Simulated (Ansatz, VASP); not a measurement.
**Be and the functional, program beside program**

```cif
data_structure
_symmetry_space_group_name_H-M 'Fm-3m'
_symmetry_Int_Tables_number 225
_cell_length_a 3.1581
_cell_length_b 3.1581
_cell_length_c 3.1581
_cell_angle_alpha 90.000
_cell_angle_beta 90.000
_cell_angle_gamma 90.000
_cell_volume 31.50
loop_
_atom_site_label
_atom_site_type_symbol
_atom_site_symmetry_multiplicity
_atom_site_Wyckoff_symbol
_atom_site_fract_x
_atom_site_fract_y
_atom_site_fract_z
_atom_site_occupancy
Be1 Be 4 a 0.00000 0.00000 0.00000 1
```

This isn't the form of Be at room conditions, which is hcp.

Kept alike: task band structure; k mesh 14 × 14 × 14; occupations fermi-dirac, width 0.05 eV; no spin polarisation. The mesh is that of the run's cell of 1 atom. No spin-orbit coupling.

- A: Ansatz, Ansatz PAW, made for PBE, cutoff 420 to 500 eV
- B: VASP; PBE PAW files Be, 520 eV (BLYP, PBE, PBEsol, RPBE, r2SCAN, revPBE); LDA PAW files Be, 520 eV (LDA)

| functional | A: pressure (GPa) | B: pressure (GPa) |
| --- | --- | --- |
| BLYP | 0.06 | 0.15 |
| LDA | -5.96 | -5.56 |
| PBE | ? | -0.03 |
| PBEsol | -1.32 | -0.97 |
| RPBE | 3.09 | 3.11 |
| r2SCAN | -0.05 | 0.11 |
| revPBE | 2.57 | 2.61 |

Pressure is positive in compression; plane-wave values hold the error of the finite cutoff, which Ansatz corrects. Values on potentials made for another functional: A at BLYP, LDA, PBEsol, RPBE, r2SCAN, revPBE; B at BLYP, PBEsol, RPBE, r2SCAN, revPBE. For a metal such a mesh leaves the last digits unconverged.

Question: Estimate the value left open.

Answer: In the median of the other rows A lies -0.12 GPa from the other column, which points to -0.15; the run gave -0.17 GPa, -0.02 from it.
